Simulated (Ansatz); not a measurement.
## MgO: ε∞ with and without local fields

Plane-wave DFT in Ansatz with scalar-relativistic PAW potentials. The crystal relaxes under PBE to Fm-3m with a = 4.254 Å, 9.62 Å³/atom. No spin polarisation.

A sum over independent transitions (PBE, gap on the mesh 4.46 eV) gives a mean ε∞ of 3.29.

Question: What does self-consistent linear response to a field give, and why do the two differ?

Answer: 3.24, which is 1.6 % lower. The response calculation lets the induced density act back: the Hartree local fields oppose the polarisation and lower ε∞, more so where the density is uneven, while the exchange-correlation kernel raises it again by part of that. The net effect here is a decrease, as usual.